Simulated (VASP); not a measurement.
# C: single point with PBE

Crystal: C.

```
C
1.0
     2.61972    0.00000    0.00000
     0.00000    2.61972    0.00000
     0.00000    0.00000    2.61972
C
3
Cartesian
  0.0000 1.3099 1.3099
  1.3099 0.0000 1.3099
  1.3099 1.3099 0.0000
```

The cell was built by a generator and needn't be a form met in nature.

```
Program                : VASP 6.6.1
Task                   : single point
Functional             : PBE
Potentials or basis    : VASP PAW PBE potentials, release 64 (C)
Cutoff                 : 520 eV
k mesh                 : 10 × 10 × 10
Occupations            : fermi-dirac, width 0.05 eV
Spin                   : no spin polarisation
Further INCAR settings : ALGO = Normal; EDIFF = 1e-07; NBANDS = 13
```

```
Pressure               : 3.0 GPa
Band gap on the k mesh : none (metal or under the smearing width)
```

Levels at points of the mesh, in eV from the Fermi level:
| k point | band 4 | band 5 | band 6 | band 7 | band 8 | band 9 |
| --- | --- | --- | --- | --- | --- | --- |
| (0.00, 0.00, 0.00) | -7.91 | -2.87 | -2.87 | 4.36 | 4.36 | 4.36 |
| (0.50, 0.00, 0.00) | -5.16 | -0.71 | -0.71 | -0.30 | 0.09 | 2.29 |
| (0.50, 0.50, 0.00) | -10.46 | -1.19 | 0.17 | 0.17 | 2.33 | 4.57 |
| (0.50, 0.50, 0.50) | -9.74 | -9.13 | -9.13 | -9.13 | 4.69 | 10.30 |

It took 10 s on 1 thread of Intel(R) Xeon(R) Platinum 8259CL CPU @ 2.50GHz (Skylake/Cascade Lake), with other jobs on the host, peak memory 0.12 GiB.
